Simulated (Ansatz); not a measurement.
**Axial (c/a) deformation path in Ru**

Computed with Ansatz, DFT PBE, scalar-relativistic, plane waves, PAW. Cutoff 420 eV, Γ-centred 30×30×16 k-points, Gaussian smearing of 0.15 eV. No spin polarisation. Energies are free energies at this smearing, counted from the undisturbed cell; pressure is positive in compression.

The starting cell (relaxed at this level):

```
CELL_PARAMETERS angstrom
2.72003 0.00000 0.00000
-1.36001 2.35561 0.00000
0.00000 0.00000 4.29677
ATOMIC_POSITIONS crystal
Ru 0.33333 0.66667 0.25000
Ru 0.66667 0.33333 0.75000
```

At fixed volume and fractional coordinates, lengths along (0.000, 0.000, 1.000) are scaled against those across it; ρ is that ratio over its starting value. The cell is metallic on the mesh throughout.

**Question.** Over the sampled range (0.800 to 1.300), is the undisturbed cell the lowest point?

**Answer.** Yes, every other sampled point lies higher.

The scan:

| ρ | ΔE (meV/atom) |
| --- | --- |
| 0.800 | 505.6 |
| 0.850 | 293.2 |
| 0.920 | 82.9 |
| 0.960 | 19.6 |
| 1.000 | 0.0 |
| 1.050 | 33.0 |
| 1.100 | 121.5 |
| 1.200 | 420.5 |
| 1.300 | 793.6 |

Cost: 9 runs of about 6.9 core-minutes in all, on Intel Xeon Processor @ 2.50GHz (Skylake/Cascade Lake) (shared hosts).